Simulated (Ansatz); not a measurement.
# WC (Fm-3m) in Ansatz: a series of runs

Runs on WC. Level: PBE. Tasks: single point.

Everything below comes from runs of Ansatz 0.2.0. Logs are shortened: lines on timing, memory, paths and dates and some standing lists are left out, and cuts for length are marked.

## Step 1: The crystal as given

It takes space group Fm-3m (No. 225, cubic). Conventional cell: a = 4.385 Å, b = 4.385 Å, c = 4.385 Å, α = 90.00°, β = 90.00°, γ = 90.00°. W (site symmetry m-3m) is surrounded by 6 C at 2.19 Å. Around C (site symmetry m-3m) lie 6 W at 2.19 Å.

Measurements of this composition are mostly on another form, of space group No. 187.

## Step 2: Single point, PBE

input.yaml reads:

```yaml
crystal:
  lattice:
    - [0.0, 2.192684, 2.192684]
    - [2.192684, 0.0, 2.192684]
    - [2.192684, 2.192684, 0.0]
  atoms:
    - { symbol: W, position: [0.0, 0.0, 0.0] }
    - { symbol: C, position: [0.5, 0.5, 0.5] }
hamiltonian:
  xc: pbe
  pseudopotentials: { kind: paw }
kpoints:
  mp_grid: { grid: [10, 10, 10] }
scf:
  occupations: { method: gaussian, width: 0.023 }
output:
  forces: true
  stress: true
  eigenvalues: true
```

Potentials or basis: Ansatz PAW.

On the command line:

```console
> ansatz run input.yaml --threads 2 --pin off --max-ram 5632MiB --backend cpu --events-out ev --progress --plain --runs-dir out
```

Output:

```text
Warning: RAYON_NUM_THREADS=2 ignored (pool sized by the plan → 2); use --threads N
Engine: ansatz 0.2.0, aarch64-unknown-linux-gnu
Pseudopotentials: kind: paw
Pseudopotential: W, paw, valence charge 14, recommended cutoff 420 eV (normal), W.paw.azcp
Pseudopotential: C, paw, valence charge 4, recommended cutoff 420 eV (normal), C.paw.azcp
Functional definition: PBE
  parameter kappa = 0.804
  parameter beta = 0.06672455060314922
  exchange = pbe_x(kappa = kappa, mu = beta*pi^2/3)
  correlation = pbe_c(beta = beta)
Crystal: 2 atoms, lattice volume = 21.084 Å³
Basis set: ecut = 420 eV, 411 PW (Γ), exchange–correlation on 48×48×48 points (8 copies of the dense FFT grid, shifted against one another)
Bands: 13, of which v1, the nominal top of the filled ones, is band 9 counted from 1 (8 counted from 0)
Symmetry: 48 space group operations
Space group: Fm-3m (ITA 225), of the structure as read, at distance tolerance 2.8e-5 Å
k-points: 47 of 1000
Non-local potential: W, projectors of the file, l = 0: 3, l = 1: 2, l = 2: 2, l = 3: 1
Non-local potential: C, projectors of the file, l = 0: 2, l = 1: 2, l = 2: 1
PAW form: soft (Blöchl's): semilocal exchange-correlation on the pseudo side does not see the compensation charge
PAW one-centre angular grid: W, 590 points (default); XC on 64 Gauss nodes
PAW one-centre angular grid: C, 110 points (default); XC on 64 Gauss nodes
Initial density: superposition of atomic densities (neutral atoms: chi_scale 0, normalization atom), corrected by the library's trained network
Initial wavefunctions: pseudopotential atomic-orbital guess
Functional: x = pbe(κ = 0.804, μ = 0.2195149727645171), c = pbe(β = 0.06672455060314922)
SCF iter   1: F=—  HF=-10635.176986 eV  |F-HF|=—  |Δ(HF+E_count)|=         —  Δρ=5.69e-3  dr2=7.36e-3  ethr=1.77e-3  ⟨swp⟩=6.0  Hψ=6872  notcnv=0  defer=12
automatic band count: the SCF goes on with 17 bands, as 13 were too few: the levels above may hold too much charge
preconditioner: auto → none  [insulator: Δε(μ)=0.047 eV  Ē_g=14.568 eV  σ=0.023 eV  W_gap=0.85  n_scr=8 (ndim 8)  ℏωp=25.6 eV  f_vac=0.000  D(μ)=1.17/eV (n_scr^D=14)  ε∞_Penn≈4.1]
SCF iter   2: F=—  HF=-10635.176554 eV  |F-HF|=—  |Δ(HF+E_count)|=   4.32e-4  Δρ=2.66e-3  dr2=1.42e-3  ethr=4.09e-5  ⟨swp⟩=1.9  Hψ=1306  notcnv=0  defer=111
SCF iter   3: F=—  HF=-10635.176601 eV  |F-HF|=—  |Δ(HF+E_count)|=   4.69e-5  Δρ=2.44e-4  dr2=8.14e-6  ethr=7.90e-6  ⟨swp⟩=1.7  Hψ=775  notcnv=0  defer=111
SCF iter   4: F=—  HF=-10635.176598 eV  |F-HF|=—  |Δ(HF+E_count)|=   2.83e-6  Δρ=5.83e-5  dr2=2.09e-7  ethr=4.52e-8  ⟨swp⟩=2.0  Hψ=899  notcnv=0  defer=111
iter 5 did not close the SCF: its close was put off for the readings that it lacked (scf_convergence_deferred on its scf_iter line)
SCF iter   5: F=-10635.176599 eV  HF=-10635.176599 eV  |F-HF|=5.89e-10  |Δ(HF+E_count)|=   3.34e-7  Δρ=1.01e-5  dr2=1.28e-8  ethr=1.16e-9  ⟨swp⟩=2.3  Hψ=947  notcnv=0  defer=111
SCF iter   6: F=-10635.176599 eV  HF=-10635.176599 eV  |F-HF|=2.36e-11  |Δ(HF+E_count)|=   6.69e-9  Δρ=6.39e-7  dr2=2.05e-11  ethr=7.11e-11  ⟨swp⟩=5.6  Hψ=3178  notcnv=0
SCF 1 converged in 6 iterations: F = -10635.176599 eV  dr2 = 2.05e-11
SCF converged after 6 iterations
Free energy (F): -10635.176599 eV
Harris-Foulkes:  -10635.176599 eV  (|F-HF|=2.36e-11)
Internal energy: -10635.175968 eV  (E = F + TS)
E sigma→0 (E₀):  -10635.176283 eV
Entropy (-TS):   -0.000630 eV (-0.315 meV/atom)
Fermi energy:    21.860161 eV
--- Per-component energies (eV) ---
  E_band       = -61.736093
  E_kinetic    = 541.480122
  E_local      = -660.448199  (includes V_loc(G=0)·N_el)
  E_nonlocal   = 26.294637
  E_hartree    = 230.953585
  E_xc         = -315.943765
  E_vxc        = -299.661377  (∫ρ·V_xc dr)
  E_paw        = -8661.334601  (= ΣΔE_a)
  E_vpaw       = -131.308354  (= ΣTr[D̂ρ^β])
  E_aug_tail   = -0.000064  (compensation charges beyond the density's cutoff)
  E_ewald      = -1796.177684
  E_smearing   = -0.000630  (= −TS)
  E_closure    = 0.000000  (closes the sum)
  Σ components = -10635.176599   (vs F -10635.176599, Δ=0.00e0)
--- Forces (eV/Å), atoms counted from 1 ---
  atom   1  W     -0.00000000     0.00000000     0.00000000
  atom   2  C      0.00000000    -0.00000000    -0.00000000
  max |Σ_I F_I| component: 3.29e-30 eV/Å
--- Stress (GPa, compression-positive) ---
       -1.515976      -0.000000      -0.000000
        0.000000      -1.515976       0.000000
        0.000000      -0.000000      -1.515976
  P = ⅓ Tr σ = -1.5160 GPa (-15.160 kbar)
--- Band table (eV; the first three rows and the last of 47) ---
  k-point 0: bands = ["-53.5882", "-17.6197", "-17.6197", "-17.6197", "5.9683", "19.0259", "19.0259", "19.0259", "20.7110", "20.7110", "20.7110", "20.8169", "20.8169", "28.2080", "31.4537", "44.8665", "44.8665"]
  k-point 1: bands = ["-53.5846", "-17.6781", "-17.6259", "-17.6259", "6.2468", "18.1138", "18.5676", "18.5676", "19.6419", "19.6419", "21.0693", "22.8897", "22.8897", "28.7284", "32.0943", "42.2507", "43.3721"]
  k-point 2: bands = ["-53.5754", "-17.8286", "-17.6421", "-17.6421", "7.0344", "16.4486", "17.1827", "17.1827", "20.2327", "20.2327", "21.5310", "25.2416", "25.2416", "29.7800", "33.4978", "39.4022", "40.3571"]
  k-point 46: bands = ["-53.5387", "-18.0383", "-17.9399", "-17.8339", "8.9833", "15.6970", "15.7494", "15.8008", "21.4439", "22.9764", "24.0500", "25.0832", "26.7497", "32.8098", "33.9256", "35.4059", "38.1283"]
```

Wall time 0.89 s (2 threads of Arm Neoverse V1, shared host); peak memory 0.28 GiB.

What came out:

| Property | Result |
| --- | --- |
| Free energy | -10635.1766 eV |
| Pressure | -1.5 GPa |
| Band gap on the k mesh | none (metal or under the smearing width) |

Levels at points of the mesh, in eV from the Fermi level:
| k point | band 7 | band 8 | band 9 | band 10 | band 11 | band 12 |
| --- | --- | --- | --- | --- | --- | --- |
| (0.00, 0.00, 0.00) | -2.83 | -2.83 | -1.15 | -1.15 | -1.15 | -1.04 |
| (0.00, 0.00, -0.50) | -6.67 | -6.67 | 0.95 | 0.95 | 2.23 | 4.84 |
| (0.00, -0.50, -0.50) | -5.68 | -2.58 | -2.58 | 0.77 | 2.18 | 2.18 |

Caveat: the pressure holds a Pulay correction of +0.3 GPa for the finite cutoff. The run has no spin-orbit coupling, so splittings on W are missing.

## Step 3: Single point, PBE

Changes to input.yaml since step 2:

```diff
@@ -14,3 +14,3 @@
 scf:
-  occupations: { method: gaussian, width: 0.023 }
+  occupations: { method: gaussian, width: 0.024 }
 output:
```

Potentials or basis: Ansatz PAW.

On the command line:

```console
> ansatz run input.yaml --threads 2 --pin off --max-ram 5632MiB --backend cpu --events-out ev --progress --plain --runs-dir out
```

Wall time 0.9 s (2 threads of Arm Neoverse V1, shared host); peak memory 0.28 GiB.

Results (log left out):

```yaml
Free_energy: -10635.1766 eV
Pressure: -1.5 GPa
Band_gap_on_the_k_mesh: none (metal or under the smearing width)
```

Levels at points of the mesh, in eV from the Fermi level:
```
             k point  band 6  band 7  band 8  band 9  band 10  band 11  band 12  band 13
  (0.00, 0.00, 0.00)   -2.83   -2.83   -2.83   -1.15    -1.15    -1.15    -1.04    -1.04
 (0.00, 0.00, -0.50)   -9.87   -6.67   -6.67    0.95     0.95     2.23     4.84     8.67
(0.00, -0.50, -0.50)   -5.85   -5.68   -2.58   -2.58     0.77     2.18     2.18     5.36
```

Caveat: the pressure holds a Pulay correction of +0.3 GPa for the finite cutoff. The run has no spin-orbit coupling, so splittings on W are missing.

## Step 4: Single point, PBE

Changes to input.yaml since step 3:

```diff
@@ -14,3 +14,3 @@
 scf:
-  occupations: { method: gaussian, width: 0.024 }
+  occupations: { method: gaussian, width: 0.025 }
 output:
```

Potentials or basis: Ansatz PAW.

On the command line:

```console
> ansatz run input.yaml --threads 2 --pin off --max-ram 5632MiB --backend cpu --events-out ev --progress --plain --runs-dir out
```

Output:

```text
Warning: RAYON_NUM_THREADS=2 ignored (pool sized by the plan → 2); use --threads N
[... 9 set-up lines as earlier in the session ...]
Crystal: 2 atoms, lattice volume = 21.084 Å³
Basis set: ecut = 420 eV, 411 PW (Γ), exchange–correlation on 48×48×48 points (8 copies of the dense FFT grid, shifted against one another)
Bands: 13, of which v1, the nominal top of the filled ones, is band 9 counted from 1 (8 counted from 0)
[... 2 set-up lines as earlier in the session ...]
k-points: 47 of 1000
[... 8 set-up lines as earlier in the session ...]
SCF iter   1: F=—  HF=-10635.177049 eV  |F-HF|=—  |Δ(HF+E_count)|=         —  Δρ=5.65e-3  dr2=7.22e-3  ethr=1.77e-3  ⟨swp⟩=5.9  Hψ=6923  notcnv=0  defer=19
automatic band count: the SCF goes on with 17 bands, as 13 were too few: the levels above may hold too much charge
preconditioner: auto → none  [insulator: Δε(μ)=0.047 eV  Ē_g=14.568 eV  σ=0.025 eV  W_gap=0.82  n_scr=8 (ndim 8)  ℏωp=25.6 eV  f_vac=0.000  D(μ)=1.17/eV (n_scr^D=14)  ε∞_Penn≈4.1]
SCF iter   2: F=—  HF=-10635.176623 eV  |F-HF|=—  |Δ(HF+E_count)|=   4.26e-4  Δρ=2.69e-3  dr2=1.47e-3  ethr=4.01e-5  ⟨swp⟩=1.7  Hψ=1267  notcnv=0  defer=106
SCF iter   3: F=—  HF=-10635.176655 eV  |F-HF|=—  |Δ(HF+E_count)|=   3.20e-5  Δρ=2.12e-4  dr2=5.45e-6  ethr=8.16e-6  ⟨swp⟩=1.7  Hψ=776  notcnv=0  defer=106
SCF iter   4: F=—  HF=-10635.176653 eV  |F-HF|=—  |Δ(HF+E_count)|=   2.25e-6  Δρ=5.17e-5  dr2=1.48e-7  ethr=3.03e-8  ⟨swp⟩=2.0  Hψ=908  notcnv=0  defer=106
iter 5 did not close the SCF: its close was put off for the readings that it lacked (scf_convergence_deferred on its scf_iter line)
SCF iter   5: F=-10635.176653 eV  HF=-10635.176653 eV  |F-HF|=3.74e-9  |Δ(HF+E_count)|=   2.72e-7  Δρ=8.32e-6  dr2=6.39e-9  ethr=8.20e-10  ⟨swp⟩=2.2  Hψ=937  notcnv=0  defer=106
SCF iter   6: F=-10635.176653 eV  HF=-10635.176653 eV  |F-HF|=1.27e-11  |Δ(HF+E_count)|=   6.10e-9  Δρ=5.11e-7  dr2=1.28e-11  ethr=3.55e-11  ⟨swp⟩=5.6  Hψ=3122  notcnv=0
SCF 1 converged in 6 iterations: F = -10635.176653 eV  dr2 = 1.28e-11
SCF converged after 6 iterations
Free energy (F): -10635.176653 eV
Harris-Foulkes:  -10635.176653 eV  (|F-HF|=1.27e-11)
Internal energy: -10635.175967 eV  (E = F + TS)
E sigma→0 (E₀):  -10635.176310 eV
Entropy (-TS):   -0.000687 eV (-0.343 meV/atom)
Fermi energy:    21.859309 eV
--- Per-component energies (eV) ---
  E_band       = -61.735272
  E_kinetic    = 541.480095
  E_local      = -660.449285  (includes V_loc(G=0)·N_el)
  E_nonlocal   = 26.295029
  E_hartree    = 230.954412
  E_xc         = -315.943766
  E_vxc        = -299.661380  (∫ρ·V_xc dr)
  E_paw        = -8661.334703  (= ΣΔE_a)
  E_vpaw       = -131.308477  (= ΣTr[D̂ρ^β])
  E_aug_tail   = -0.000064  (compensation charges beyond the density's cutoff)
  E_ewald      = -1796.177684
  E_smearing   = -0.000687  (= −TS)
  E_closure    = 0.000000  (closes the sum)
  Σ components = -10635.176653   (vs F -10635.176653, Δ=0.00e0)
--- Forces (eV/Å), atoms counted from 1 ---
  atom   1  W     -0.00000000     0.00000000     0.00000000
  atom   2  C      0.00000000    -0.00000000    -0.00000000
  max |Σ_I F_I| component: 3.22e-30 eV/Å
--- Stress (GPa, compression-positive) ---
       -1.514462      -0.000000      -0.000000
        0.000000      -1.514462       0.000000
        0.000000       0.000000      -1.514462
  P = ⅓ Tr σ = -1.5145 GPa (-15.145 kbar)
--- Band table (eV; the first three rows and the last of 47) ---
  k-point 0: bands = ["-53.5880", "-17.6195", "-17.6195", "-17.6195", "5.9682", "19.0260", "19.0260", "19.0260", "20.7109", "20.7109", "20.7109", "20.8170", "20.8170", "28.2079", "31.4538", "44.8665", "44.8665"]
  k-point 1: bands = ["-53.5845", "-17.6780", "-17.6257", "-17.6257", "6.2467", "18.1138", "18.5676", "18.5676", "19.6420", "19.6420", "21.0692", "22.8897", "22.8897", "28.7283", "32.0943", "42.2508", "43.3721"]
  k-point 2: bands = ["-53.5752", "-17.8284", "-17.6420", "-17.6420", "7.0343", "16.4486", "17.1826", "17.1826", "20.2328", "20.2328", "21.5310", "25.2416", "25.2416", "29.7799", "33.4978", "39.4022", "40.3571"]
  k-point 46: bands = ["-53.5385", "-18.0382", "-17.9398", "-17.8338", "8.9832", "15.6970", "15.7493", "15.8008", "21.4439", "22.9764", "24.0501", "25.0833", "26.7497", "32.8097", "33.9256", "35.4059", "38.1282"]
```

Run time: 0.95 s. Hardware: 2 threads of Arm Neoverse V1, shared host; peak memory 0.28 GiB.

What came out:

| Quantity | Value |
| --- | --- |
| Free energy | -10635.1767 eV |
| Pressure | -1.5 GPa |
| Band gap on the k mesh | none (metal or under the smearing width) |

Levels at points of the mesh, in eV from the Fermi level:
| k point | band 7 | band 8 | band 9 | band 10 | band 11 | band 12 |
| --- | --- | --- | --- | --- | --- | --- |
| (0.00, 0.00, 0.00) | -2.83 | -2.83 | -1.15 | -1.15 | -1.15 | -1.04 |
| (0.00, 0.00, -0.50) | -6.67 | -6.67 | 0.95 | 0.95 | 2.23 | 4.84 |
| (0.00, -0.50, -0.50) | -5.68 | -2.58 | -2.58 | 0.77 | 2.18 | 2.18 |

Caveat: the pressure holds a Pulay correction of +0.3 GPa for the finite cutoff.

## Step 5: Single point, PBE

Changes to input.yaml since step 4:

```diff
@@ -14,3 +14,3 @@
 scf:
-  occupations: { method: gaussian, width: 0.025 }
+  occupations: { method: gaussian, width: 0.026 }
 output:
```

Potentials or basis: Ansatz PAW.

On the command line:

```console
> ansatz run input.yaml --threads 2 --pin off --max-ram 5632MiB --backend cpu --events-out ev --progress --plain --runs-dir out
```

Output:

```text
Warning: RAYON_NUM_THREADS=2 ignored (pool sized by the plan → 2); use --threads N
[... 9 set-up lines as earlier in the session ...]
Crystal: 2 atoms, lattice volume = 21.084 Å³
Basis set: ecut = 420 eV, 411 PW (Γ), exchange–correlation on 48×48×48 points (8 copies of the dense FFT grid, shifted against one another)
Bands: 13, of which v1, the nominal top of the filled ones, is band 9 counted from 1 (8 counted from 0)
[... 2 set-up lines as earlier in the session ...]
k-points: 47 of 1000
[... 8 set-up lines as earlier in the session ...]
SCF iter   1: F=—  HF=-10635.177087 eV  |F-HF|=—  |Δ(HF+E_count)|=         —  Δρ=5.63e-3  dr2=7.15e-3  ethr=1.77e-3  ⟨swp⟩=5.9  Hψ=6913  notcnv=0  defer=27
automatic band count: the SCF goes on with 17 bands, as 13 were too few: the levels above may hold too much charge
preconditioner: auto → none  [insulator: Δε(μ)=0.047 eV  Ē_g=14.569 eV  σ=0.026 eV  W_gap=0.80  n_scr=8 (ndim 8)  ℏωp=25.6 eV  f_vac=0.000  D(μ)=1.17/eV (n_scr^D=14)  ε∞_Penn≈4.1]
SCF iter   2: F=—  HF=-10635.176658 eV  |F-HF|=—  |Δ(HF+E_count)|=   4.29e-4  Δρ=2.70e-3  dr2=1.48e-3  ethr=3.97e-5  ⟨swp⟩=1.7  Hψ=1263  notcnv=0  defer=102
SCF iter   3: F=—  HF=-10635.176683 eV  |F-HF|=—  |Δ(HF+E_count)|=   2.53e-5  Δρ=2.01e-4  dr2=4.66e-6  ethr=8.24e-6  ⟨swp⟩=1.6  Hψ=773  notcnv=0  defer=102
SCF iter   4: F=—  HF=-10635.176681 eV  |F-HF|=—  |Δ(HF+E_count)|=   2.35e-6  Δρ=5.00e-5  dr2=1.35e-7  ethr=2.59e-8  ⟨swp⟩=2.0  Hψ=909  notcnv=0  defer=102
iter 5 did not close the SCF: its close was put off for the readings that it lacked (scf_convergence_deferred on its scf_iter line)
SCF iter   5: F=-10635.176681 eV  HF=-10635.176681 eV  |F-HF|=6.78e-9  |Δ(HF+E_count)|=   2.50e-7  Δρ=9.05e-6  dr2=5.76e-9  ethr=7.50e-10  ⟨swp⟩=2.2  Hψ=920  notcnv=0  defer=102
SCF iter   6: F=-10635.176681 eV  HF=-10635.176681 eV  |F-HF|=5.46e-12  |Δ(HF+E_count)|=   8.20e-9  Δρ=6.86e-7  dr2=5.52e-11  ethr=3.20e-11  ⟨swp⟩=5.6  Hψ=3128  notcnv=0
SCF 1 converged in 6 iterations: F = -10635.176681 eV  dr2 = 5.52e-11
SCF converged after 6 iterations
Free energy (F): -10635.176681 eV
Harris-Foulkes:  -10635.176681 eV  (|F-HF|=5.46e-12)
Internal energy: -10635.175966 eV  (E = F + TS)
E sigma→0 (E₀):  -10635.176323 eV
Entropy (-TS):   -0.000715 eV (-0.357 meV/atom)
Fermi energy:    21.858881 eV
--- Per-component energies (eV) ---
  E_band       = -61.734903
  E_kinetic    = 541.480087
  E_local      = -660.449754  (includes V_loc(G=0)·N_el)
  E_nonlocal   = 26.295206
  E_hartree    = 230.954760
  E_xc         = -315.943769
  E_vxc        = -299.661384  (∫ρ·V_xc dr)
  E_paw        = -8661.334747  (= ΣΔE_a)
  E_vpaw       = -131.308528  (= ΣTr[D̂ρ^β])
  E_aug_tail   = -0.000064  (compensation charges beyond the density's cutoff)
  E_ewald      = -1796.177684
  E_smearing   = -0.000715  (= −TS)
  E_closure    = 0.000000  (closes the sum)
  Σ components = -10635.176681   (vs F -10635.176681, Δ=0.00e0)
--- Forces (eV/Å), atoms counted from 1 ---
  atom   1  W     -0.00000000     0.00000000    -0.00000000
  atom   2  C      0.00000000     0.00000000     0.00000000
  max |Σ_I F_I| component: 3.16e-30 eV/Å
--- Stress (GPa, compression-positive) ---
       -1.513799      -0.000000       0.000000
        0.000000      -1.513799      -0.000000
        0.000000       0.000000      -1.513799
  P = ⅓ Tr σ = -1.5138 GPa (-15.138 kbar)
--- Band table (eV; the first three rows and the last of 47) ---
  k-point 0: bands = ["-53.5879", "-17.6194", "-17.6194", "-17.6194", "5.9682", "19.0260", "19.0260", "19.0260", "20.7108", "20.7108", "20.7108", "20.8170", "20.8170", "28.2079", "31.4538", "44.8665", "44.8665"]
  k-point 1: bands = ["-53.5844", "-17.6779", "-17.6257", "-17.6257", "6.2467", "18.1138", "18.5676", "18.5676", "19.6420", "19.6420", "21.0692", "22.8896", "22.8896", "28.7282", "32.0943", "42.2508", "43.3721"]
  k-point 2: bands = ["-53.5752", "-17.8284", "-17.6419", "-17.6419", "7.0343", "16.4485", "17.1826", "17.1826", "20.2328", "20.2328", "21.5310", "25.2416", "25.2416", "29.7799", "33.4978", "39.4022", "40.3571"]
  k-point 46: bands = ["-53.5384", "-18.0381", "-17.9397", "-17.8337", "8.9832", "15.6970", "15.7493", "15.8008", "21.4439", "22.9764", "24.0502", "25.0833", "26.7498", "32.8097", "33.9255", "35.4059", "38.1282"]
```

It took 1.6 s on 2 threads of Arm Neoverse V1, shared host; peak memory 0.28 GiB.

Results:

| Quantity | Value |
| --- | --- |
| Free energy | -10635.1767 eV |
| Pressure | -1.5 GPa |
| Band gap on the k mesh | none (metal or under the smearing width) |

Caveat: the pressure holds a Pulay correction of +0.3 GPa for the finite cutoff. The run has no spin-orbit coupling, so splittings on W are missing.

## Step 6: The runs side by side

| smearing | gap on the mesh (eV) | pressure (GPa) |
| --- | --- | --- |
| gaussian 0.023 eV | none | -1.5 |
| gaussian 0.024 eV | none | -1.5 |
| gaussian 0.025 eV | none | -1.5 |
| gaussian 0.026 eV | none | -1.5 |

Alike in all rows: task single point; level PBE; potentials or basis Ansatz PAW; no spin polarisation; cell as given; k mesh 10 × 10 × 10; cutoff (eV) 420.

Every run on the cell as given and a fine mesh finds a metal.

Absolute energies hang on the potentials; compare differences alone.
